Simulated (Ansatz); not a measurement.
Independent-particle absorption of MgF₂ (P4_2/mnm, a = 4.639 Å, b = 4.639 Å, c = 3.062 Å, α = 90.00°, β = 90.00°, γ = 90.00°), no local fields or excitons, 0.1 eV broadening. Method: DFT PBEsol, scalar-relativistic, plane waves, PAW (Ansatz).

Plane waves to 420 eV, a k mesh through Γ of 6×6×8 on the computed 6-atom cell and Gaussian smearing (0.02 eV); no spin polarisation. The spectrum is summed on a 9×9×12 mesh.

```xyz
6
Lattice="4.6388 0.0000 0.0000 0.0000 4.6388 0.0000 0.0000 0.0000 3.0622" Properties=species:S:1:pos:R:3 pbc="T T T"
Mg    0.0000    0.0000    0.0000
Mg    2.3194    2.3194    1.5311
F     1.4073    1.4073    0.0000
F     0.9121    3.7267    1.5311
F     3.2315    3.2315    0.0000
F     3.7267    0.9121    1.5311
```

```json
{"photon energy (eV)": "0.0", "ε2,zz": "0.00"}
{"photon energy (eV)": "0.4", "ε2,zz": "0.00"}
{"photon energy (eV)": "0.8", "ε2,zz": "0.00"}
{"photon energy (eV)": "1.2", "ε2,zz": "0.00"}
{"photon energy (eV)": "1.6", "ε2,zz": "0.00"}
{"photon energy (eV)": "2.0", "ε2,zz": "0.00"}
{"photon energy (eV)": "2.4", "ε2,zz": "0.00"}
{"photon energy (eV)": "2.8", "ε2,zz": "0.00"}
{"photon energy (eV)": "3.2", "ε2,zz": "0.00"}
{"photon energy (eV)": "3.6", "ε2,zz": "0.00"}
{"photon energy (eV)": "4.0", "ε2,zz": "0.00"}
{"photon energy (eV)": "4.4", "ε2,zz": "0.00"}
{"photon energy (eV)": "4.8", "ε2,zz": "0.00"}
{"photon energy (eV)": "5.2", "ε2,zz": "0.00"}
{"photon energy (eV)": "5.6", "ε2,zz": "0.00"}
{"photon energy (eV)": "6.0", "ε2,zz": "0.00"}
{"photon energy (eV)": "6.4", "ε2,zz": "0.00"}
{"photon energy (eV)": "6.8", "ε2,zz": "0.00"}
{"photon energy (eV)": "7.2", "ε2,zz": "0.00"}
{"photon energy (eV)": "7.6", "ε2,zz": "0.07"}
{"photon energy (eV)": "8.0", "ε2,zz": "0.42"}
{"photon energy (eV)": "8.4", "ε2,zz": "0.57"}
{"photon energy (eV)": "8.8", "ε2,zz": "0.68"}
{"photon energy (eV)": "9.2", "ε2,zz": "0.76"}
{"photon energy (eV)": "9.6", "ε2,zz": "0.82"}
{"photon energy (eV)": "10.0", "ε2,zz": "0.88"}
{"photon energy (eV)": "10.4", "ε2,zz": "0.93"}
{"photon energy (eV)": "10.8", "ε2,zz": "0.98"}
{"photon energy (eV)": "11.2", "ε2,zz": "1.04"}
{"photon energy (eV)": "11.6", "ε2,zz": "1.11"}
{"photon energy (eV)": "12.0", "ε2,zz": "1.20"}
{"photon energy (eV)": "12.4", "ε2,zz": "1.31"}
{"photon energy (eV)": "12.8", "ε2,zz": "1.45"}
{"photon energy (eV)": "13.2", "ε2,zz": "1.84"}
{"photon energy (eV)": "13.6", "ε2,zz": "1.70"}
{"photon energy (eV)": "14.0", "ε2,zz": "1.64"}
```

The strongest peak lies near 13.2 eV. ε∞ (xx, yy, zz) = 2.1, 2.1, 2.1.

Cost: 1 run of about 1.6 core-minutes, on Arm Neoverse V2 (shared hosts).